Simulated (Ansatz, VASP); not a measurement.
## Bi in VASP and in Ansatz

```xyz
2
Lattice="3.5117 -3.1533 0.0000 3.5117 3.1533 0.0000 -1.2686 0.0000 3.1342" Properties=species:S:1:pos:R:3 pbc="T T T"
Bi    4.2014    0.0000    2.6872
Bi    1.5534    0.0000    0.4470
```

This isn't the form of Bi at room conditions, which is rhombohedral.

Alike in both runs: task single point; functional LDA; k mesh 6 × 6 × 9; occupations fermi-dirac, width 0.05 eV; no spin polarisation.

|  | VASP | Ansatz |
| --- | --- | --- |
| version | VASP 6.6.1 | Ansatz 0.2.0 |
| potentials or method | VASP PAW LDA potentials, release 64 (Bi_d) | Ansatz PAW |
| plane-wave cutoff (eV) | 520 | 420 |
| valence electrons in the cell | 30 | 30 |

```csv
,VASP,Ansatz,Ansatz less VASP
gap on the k mesh at the Fermi level (eV),none,none,-
pressure (GPa),-4.4,-4.4,-0.04
largest component of the traceless stress (GPa),0.68,0.68,+0.002
rms of the force components (eV/Å),0.063,0.067,+0.0039
```

Atom by atom the forces differ by 0.004 eV/Å (rms over components). A gap of «none» marks a metal or a gap that the smearing closes.

Caveats: spin-orbit coupling is left out, which moves the levels of the heavy elements; the PAW data sets come from PBE, with cores solved anew for the run's functional, which leaves a small shift of forces and pressure (Ansatz).
